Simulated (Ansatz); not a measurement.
# AlN: the cost of one run

Computed with Ansatz 0.2.0 (DFT PBE, scalar-relativistic, plane waves, PAW, unless a step's input says otherwise).

1 further run of the same task is left out (set aside as unsound or not needed).

**1. The structure to begin with**

Symmetry: Fm-3m, No. 225, cubic system. Conventional cell: a = 4.071 Å, b = 4.071 Å, c = 4.071 Å, α = 90.00°, β = 90.00°, γ = 90.00°. Al (site symmetry m-3m) is surrounded by 6 N at 2.04 Å. Around N (site symmetry m-3m) lie 6 Al at 2.04 Å.

Coordinates:

```
Al N
1.0
     0.00000    2.03538    2.03538
     2.03538    0.00000    2.03538
     2.03538    2.03538    0.00000
Al N
1 1
Direct
  0.00000 0.00000 0.00000
  0.50000 0.50000 0.50000
```

The cell was relaxed beforehand at this level, from a distorted copy of a database structure. At a tolerance of 0.02 Å it has space group Fm-3m (No. 225); it has 8.43 Å³/atom, an uncorrected energy of -1.20 eV/atom over the elements.

**2. Static run: bands, density of states and charges**

Contents of input.yaml:

```yaml
crystal:
  lattice:
    - [0.0, 2.0353764639, 2.0353764639]
    - [2.0353764639, 0.0, 2.0353764639]
    - [2.0353764639, 2.0353764639, 0.0]
  atoms:
    - { symbol: Al, position: [0.0, 0.0, 0.0] }
    - { symbol: "N", position: [0.5, 0.5, 0.5] }
basis:
  ecutwfc: 420
kpoints:
  mp_grid: { grid: [10, 10, 10] }
  band_path:
    path:
      - [[0.0, 0.0, 0.0], [0.5, 0.0, 0.5], [0.625, 0.25, 0.625]]
      - [[0.375, 0.375, 0.75], [0.0, 0.0, 0.0], [0.5, 0.5, 0.5], [0.5, 0.25, 0.75], [0.5, 0.0, 0.5]]
    npoints: 14
hamiltonian:
  xc: pbe
scf:
  occupations: { method: gaussian, width: 0.02 }
  n_extra_bands: 6
output:
  forces: true
  stress: true
  eigenvalues: true
  populations: true
  dos: { projected: true, de: 0.02, nscf_kmesh: { grid: [15, 15, 15] } }
  bader: true
  write_density: true
  write_potential: true
  elf: true
  volumetric_format: npy
```

Started as:

```
$ ansatz run input.yaml --threads 1 --pin off --max-ram 2048MiB --backend cpu --events-out ev --progress --plain --runs-dir out
```

**Question.** How long does this run take on 1 thread of Arm Neoverse V1, shared host, and how much memory does it need?

About 13 s, with a peak of 0.25 GiB.
